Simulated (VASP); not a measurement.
Here is the system:

```
CELL_PARAMETERS angstrom
      1.76906    -3.06410     0.00000
      1.76906     3.06410     0.00000
      0.00000     0.00000     5.71188
ATOMIC_POSITIONS crystal
  In 0.66667 0.33333 0.49989
  In 0.33333 0.66667 0.99989
  N  0.66667 0.33333 0.87911
  N  0.33333 0.66667 0.37911
```

These are PBEsol GGA, VASP's PBE PAW potentials (set 64) (plane waves; VASP) values and carry that method's errors. Run with 600 eV cut-off, 10×10×6 Γ-centred mesh, first-order Methfessel-Paxton smearing of 0.10 eV, potentials In_d N.

Energy and stress use the plane-wave basis of the starting cell.

Q: The ions, cell shape and volume at an external pressure of 15.0 GPa are relaxed. Give the cell that the relaxation ends in.

A: 
```
CELL_PARAMETERS angstrom
      1.71753    -2.97484     0.00000
      1.71753     2.97484     0.00000
      0.00000     0.00000     5.54168
ATOMIC_POSITIONS crystal
  In 0.66667 0.33333 0.49994
  In 0.33333 0.66667 0.99994
  N  0.66667 0.33333 0.87906
  N  0.33333 0.66667 0.37906
```
Space group P6_3mc (186), at a tolerance of 0.03 Å.

Q: How do energy and volume change from the first to the last step?

A: The energy (σ→0) changes by +57.3 meV/atom and the volume by -8.5 %, in 7 ionic steps.

The compound is InN in the wurtzite structure. This run relaxes it under an external pressure of 15 GPa. Symmetry was kept, so distortions that lower it aren't found.
